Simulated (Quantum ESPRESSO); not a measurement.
A run of Quantum ESPRESSO 7.5:

File pw.in:

```
&CONTROL
  calculation = 'scf'
  prefix = 'pwscf'
  outdir = './tmp'
  pseudo_dir = './pseudo'
  tprnfor = .true.
  tstress = .true.
  disk_io = 'low'
/
&SYSTEM
  ibrav = 0
  nat = 2
  ntyp = 2
  ecutwfc = 45
  ecutrho = 360
  nbnd = 14
  occupations = 'smearing'
  smearing = 'fd'
  degauss = 0.00367493
/
&ELECTRONS
  conv_thr = 4d-10
  electron_maxstep = 120
  mixing_beta = 0.5
/
ATOMIC_SPECIES
S     32.0600 s_pbesol_v1.4.uspp.F.UPF
Mg    24.3050 mg_pbesol_v1.4.uspp.F.UPF
CELL_PARAMETERS angstrom
   0.0000000000    2.8331200468    2.8331200468
   2.8331200468    0.0000000000    2.8331200468
   2.8331200468    2.8331200468    0.0000000000
ATOMIC_POSITIONS crystal
S      0.2500000000    0.2500000000    0.2500000000
Mg     0.0000000000    0.0000000000    0.0000000000
K_POINTS automatic
8 8 8 0 0 0
```

The input pp_density.in:

```
&INPUTPP
  prefix = 'pwscf'
  outdir = './tmp'
  filplot = 'density.dat'
  plot_num = 0
/
&PLOT
  nfile = 1
  filepp(1) = 'density.dat'
  iflag = 3
  output_format = 6
  fileout = 'density.cube'
/
```

Contents of pp_potential.in:

```
&INPUTPP
  prefix = 'pwscf'
  outdir = './tmp'
  filplot = 'potential.dat'
  plot_num = 11
/
&PLOT
  nfile = 1
  filepp(1) = 'potential.dat'
  iflag = 3
  output_format = 6
  fileout = 'potential.cube'
/
```

Potentials or basis: GBRV 1.5 PBEsol.

Command:

```bash
$ OMP_NUM_THREADS=1 mpirun -n 2 pw.x -nk 2 -in pw.in > pw.out
$ OMP_NUM_THREADS=1 mpirun -n 1 pp.x -in pp_density.in > pp_density.out
$ OMP_NUM_THREADS=1 mpirun -n 1 pp.x -in pp_potential.in > pp_potential.out
```

Hardware: 2 MPI ranks on Intel(R) Xeon(R) Platinum 8175M CPU @ 2.50GHz (Skylake/Cascade Lake), on a shared host.

Problem. How long does it take, and how much memory?

Solution. Wall time 22 s on 2 MPI ranks on Intel(R) Xeon(R) Platinum 8175M CPU @ 2.50GHz (Skylake/Cascade Lake), on a shared host, peak memory 0.26 GiB a rank. Counts: scf iterations 9, k pools 2, bands 14, k points 29, g dense 35557.
